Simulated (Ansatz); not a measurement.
A (100) slab of Si$_{2}$Ni (Fm-3m (No. 225)), 10 planes, outer planes Ni (top) and Si (bottom), with 15 atoms (Si10Ni5) in a surface cell of A = 14.534 Å², as cut from the bulk:

```xyz
15
Lattice="3.8123 0.0000 0.0000 0.0000 3.8123 0.0000 0.0000 0.0000 27.1307" Properties=species:S:1:pos:R:3 pbc="T T T"
Si    1.9062    0.0000    7.5000
Si    0.0000    1.9062    7.5000
Ni    1.9062    1.9062    8.8479
Si    0.0000    1.9062   10.1957
Si    1.9062    0.0000   10.1957
Ni    0.0000    0.0000   11.5436
Si    1.9062    0.0000   12.8914
Si    0.0000    1.9062   12.8914
Ni    1.9062    1.9062   14.2393
Si    0.0000    1.9062   15.5871
Si    1.9062    0.0000   15.5871
Ni    0.0000    0.0000   16.9350
Si    1.9062    0.0000   18.2828
Si    0.0000    1.9062   18.2828
Ni    1.9062    1.9062   19.6307
```

All numbers below come from Ansatz, DFT PBEsol, scalar-relativistic, plane waves, PAW. Cutoff 420 eV; k points 9×9×1 on the computed 15-atom cell (Γ-centred); Gaussian smearing, width 0.10 eV; no spin polarisation. A dipole correction removes the field between periodic images along c.

Against the same 15 atoms in the bulk, the slab as cut lies 3.706 eV higher and the relaxed slab 3.337 eV higher. Bulk and slab both ran without spin polarisation, so these energies, and the surface energy and work of the cut from them, are those of a non-magnetic state, though Ni often carries moments.

Q: Work out the surface energy before and after relaxation.

A: The slab has two faces, so γ = (E_slab − N·E_bulk)/(2A), the mean of both. As cut: 3.706/(2 × 14.534) = 0.1275 eV/Å², and 1 eV/Å² = 16.02 J/m², so γ = 2.04 J/m². Relaxed: 3.337/(2 × 14.534) = 0.1148 eV/Å² = 1.84 J/m². Relaxation recovers 10 % of the cost of cutting.

Q: What is the ideal work of this cut, per area?

A: Griffith's ideal work is 2γ: 4.08 J/m² if the new faces stay rigid, 3.68 J/m² if they relax. One thickness was run, 10 planes, so γ can still shift with it.

Spin polarisation was left out, and a magnetic state may lie lower.